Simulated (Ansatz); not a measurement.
GeO₂ (rutile, P4_2/mnm), r²SCAN in the plane-wave PAW code Ansatz. The conduction-band minimum lies at Γ, with 1 equivalent valley. Second derivatives d²E/dk² of the lowest band at one valley (eV·Å²), along Cartesian directions:

| direction | d²E/dk² |
|---|---|
| [100] | 26.92 |
| [010] | 26.92 |
| [001] | 33.84 |
| [110] | 26.92 |
| [101] | 30.38 |
| [011] | 30.38 |

**Question.** Find the principal effective masses, the density-of-states mass and the conductivity mass.

**Answer.** Off-diagonal terms follow from H_xy = H[110] − (H_xx + H_yy)/2, and m*/mₑ = 7.620 eV·Å² over each eigenvalue: 0.23, 0.28, 0.28. One valley's DOS mass (m₁m₂m₃)^(1/3) = 0.26, conductivity mass 3/(Σ 1/mᵢ) = 0.26 mₑ.

**Question.** What effective density of states Nc follows at 300 K for parabolic valleys?

**Answer.** Nc = 2.509e19 × 1 × (0.26)^(3/2) ≈ 3.3e18 cm⁻³.

**Question.** With the computed static dielectric constant 13.0 (mean of the diagonal), estimate a hydrogenic donor's binding energy and radius.

**Answer.** E = 13.606 eV × 0.26/13.0² ≈ 21 meV; a = 0.529 Å × ε/m* ≈ 26 Å. Semilocal masses tend to be too small where the gap is.

The r²SCAN relaxation kept the symmetry of its start; of distortions, only those at the zone centre were tested. Spin–orbit coupling is left out wherever it is not named.

Potentials: the earlier of the program's two PAW sets.
